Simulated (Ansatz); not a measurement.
**TaN: relaxation of cell and atoms with PBEsol**

The system is TaN.

```
Ta N
1.0
     0.00000    2.21132    2.21132
     2.21132    0.00000    2.21132
     2.21132    2.21132    0.00000
Ta N
1 1
Direct
  0.50000 0.50000 0.50000
  0.00000 0.00000 0.00000
```

The cell comes from a database or a generator and needn't be the stable form of this composition.

```
Program             : Ansatz 0.2.0
Task                : relaxation of cell and atoms
Functional          : PBEsol
Potentials or basis : Ansatz PAW
Cutoff              : 420 eV (not typed: the program's choice for these potentials)
k mesh              : 10 × 10 × 10
Occupations         : fermi-dirac, width 0.05 eV
Spin                : no spin polarisation
```

```json
{"Relaxed volume": "10.47 Å³/atom", "Relaxed cell": "a = 3.094 Å, b = 3.094 Å, c = 3.094 Å, α = 60.00°, β = 60.00°, γ = 60.00°", "Space group after relaxing (to 0.05 Å)": "Fm-3m (No. 225)", "Energy gained by relaxing": "11.8 meV/atom", "Ionic steps": "7", "Pressure after relaxing": "0.0 GPa", "Band gap on the k mesh": "none (metal or under the smearing width)"}
```

Step by step:
```tsv
step	energy change (eV)	largest force (eV/Å)	volume (Å³)
1	0.0000	0.0000	21.63
2	-0.0211	0.0000	20.63
3	-0.0255	0.0000	20.96
4	-0.0256	0.0000	20.95
5	-0.0237	0.0000	20.95
6	-0.0237	0.0000	20.94
7	-0.0237	0.0000	20.94
```

Final structure:
```
Ta N
1.0
     0.00000    2.18763    2.18763
     2.18763    0.00000    2.18763
     2.18763    2.18763    0.00000
Ta N
1 1
Direct
  0.50000 0.50000 0.50000
  0.00000 0.00000 0.00000
```

Levels at points of the mesh, in eV from the Fermi level:
| k point | band 5 | band 6 | band 7 | band 8 | band 9 | band 10 | band 11 | band 12 | band 13 | band 14 |
| --- | --- | --- | --- | --- | --- | --- | --- | --- | --- | --- |
| (0.00, 0.00, 0.00) | -18.93 | -3.85 | -3.85 | -3.85 | -2.19 | -2.19 | -2.19 | 0.02 | 0.02 | 1.64 |
| (0.00, 0.00, -0.50) | -15.78 | -10.54 | -7.72 | -7.72 | 1.93 | 1.93 | 2.03 | 3.79 | 7.70 | 7.70 |
| (0.00, -0.50, -0.50) | -17.67 | -6.69 | -5.63 | -4.67 | -4.67 | 2.13 | 3.63 | 3.63 | 4.70 | 6.91 |

Run time: 5.3 s on 2 threads of Arm Neoverse V1 (shared host), peak memory 0.3 GiB.

Caveat: the plane-wave basis is chosen anew once the cell has moved, so the energies of steps on either side of that aren't comparable; the pressure holds a Pulay correction of +0.5 GPa for the finite cutoff; the PAW data sets come from PBE, with cores solved anew for the run's functional, which leaves a small shift of forces and pressure. Spin-orbit coupling is left out, which matters for the levels of Ta.
